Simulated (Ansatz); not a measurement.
Theory: DFT PBE, scalar-relativistic, plane waves, PAW (Ansatz 0.2.0). All cells share a 420 eV cutoff and Γ-centred k meshes spaced at most about 0.3 Å⁻¹ (about 0.25 or finer for metals, 2π included). No spin polarisation.

These are static total energies at zero pressure.

Question: Order these relaxed structures of CdS4 by energy, lowest first, with the energy over the lowest of them.
A. Space group P6/mmm (No. 191), hexagonal, a = 5.419 Å, c = 5.023 Å. Cd is surrounded by 2 S at 2.51 Å and 6 S at 2.71 Å; S on a site of symmetry mmm has 4 S at 2.71 Å and 2 Cd at 2.71 Å; S on a site of symmetry 6/mmm has 2 Cd at 2.51 Å.
B. Space group P4/mmm (No. 123), tetragonal, a = 4.839 Å, c = 4.989 Å. Cd has 8 S at 2.85 Å; S has 1 S at 1.98 Å and 2 Cd at 2.85 Å.
C. Space group Im-3m (No. 229), cubic, a = 6.063 Å. Around Cd lie 8 S at 2.63 Å; around S lie 2 Cd at 2.63 Å and 6 S at 3.03 Å.
D. Space group P-3m1 (No. 164), trigonal, a = 3.652 Å, c = 8.378 Å. Cd has 6 S at 2.66 Å; S on its first site is surrounded by 3 Cd at 2.66 Å and 3 S at 2.80 Å; around S on its second site lie 3 S at 2.56 Å and 3 S at 2.80 Å.

Answer: B (0 meV/atom), D (318 meV/atom), C (668 meV/atom), A (721 meV/atom). Counting S atoms around Cd (those within 1.25 times the shortest such distance or 1.15 times the sum of covalent radii, 1.27 where that leaves under three): B has Cd 8; D has Cd 6; C has Cd 8; A has Cd 8. B holds S–S pairs (shortest 1.98 Å) (bonds between like non-metal atoms; other contacts aren't counted). All come from invented guesses. Even the lowest of the cells shown lies +0.10 eV/atom against the elements.

Cells relaxed within their symmetry can be saddle points. Some types were kept out of the candidates beforehand, so the set may lack a known form.
